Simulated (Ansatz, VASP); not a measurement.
Pt in VASP and in Ansatz

File POSCAR:

```
Pt
1.0
    0.0000000000      1.9609000000      1.9609000000
    1.9609000000      0.0000000000      1.9609000000
    1.9609000000      1.9609000000      0.0000000000
Pt
1
Direct
    0.0000000000      0.0000000000      0.0000000000
```

The input INCAR.step1:

```
SYSTEM = Pt
PREC = Accurate ; ENCUT = 600
EDIFF = 1E-5 ; ISMEAR = -1
SIGMA = 0.05 ; LREAL = .False.
LASPH = .True. ; NELM = 80
ALGO = Normal ; LWAVE = .True.
LCHARG = .False. ; GGA = PE
```

File INCAR.step2:

```
SYSTEM = Pt
PREC = Accurate ; ENCUT = 600
EDIFF = 1E-6 ; ISMEAR = -1
SIGMA = 0.05 ; LREAL = .False.
LASPH = .True. ; NELM = 80
ALGO = Normal ; ISIF = 3
LWAVE = .False. ; LCHARG = .False.
GGA = PE ; LHFCALC = .True.
AEXX = 0.25 ; PRECFOCK = Fast
IBRION = 2 ; NSW = 40
EDIFFG = -0.01 ; ISTART = 1
```

File KPOINTS:

```
regular mesh
0
Gamma
  6 6 6
  0 0 0
```

input.yaml

```yaml
crystal:
  lattice:
    - [0.0, 1.9609, 1.9609]
    - [1.9609, 0.0, 1.9609]
    - [1.9609, 1.9609, 0.0]
  atoms:
    - { symbol: Pt, position: [0.0, 0.0, 0.0] }
hamiltonian:
  xc: pbe0
  pseudopotentials: { kind: paw }
kpoints:
  mp_grid: { grid: [6, 6, 6] }
scf:
  occupations: { method: fermi_dirac, width: 0.05 }
output:
  forces: true
  stress: true
relax:
  f_tol: 0.01
  max_steps: 40
  cell: { stress_tol: 0.05 }
```

Alike in both runs: task relaxation of cell and atoms; functional PBE0; k mesh 6 × 6 × 6; occupations fermi-dirac, width 0.05 eV; no spin polarisation.

|  | VASP | Ansatz |
| --- | --- | --- |
| version | VASP 6.6.1 | Ansatz 0.2.0 |
| potentials or method | VASP PAW PBE potentials, release 64 (Pt) | Ansatz PAW |
| plane-wave cutoff (eV) | 600 | 420 |
| valence electrons in the cell | 10 | 18 |

|  | VASP | Ansatz | Ansatz less VASP |
| --- | --- | --- | --- |
| gap on the k mesh at the Fermi level, each at its own relaxed structure (eV) | none | none | - |
| relaxed volume (Å³/atom) | 14.97 | 14.96 | -0.006 |
| relaxed cell length with the largest relative difference (Å) | 2.766 | 2.766 | -0.0004 |
| energy change over the relaxation (meV/atom) | -3 | -1 | +2.6 |

A gap of «none» marks a metal or a gap that the smearing closes. The two sets of potentials don't hold the same shells in valence.

Caveats: the k mesh is coarse (spacing up to 0.46 Å⁻¹), so the values aren't converged, least of all with exact exchange; the PAW data sets were made with another functional, which shifts forces and pressure a little (VASP); the plane-wave basis is chosen anew once the cell has moved, so the energies of steps on either side of that aren't comparable (Ansatz); the PAW data sets come from PBE, with cores solved anew for the run's functional, which leaves a small shift of forces and pressure (Ansatz). Spin-orbit coupling is left out, which matters for the levels of Pt.
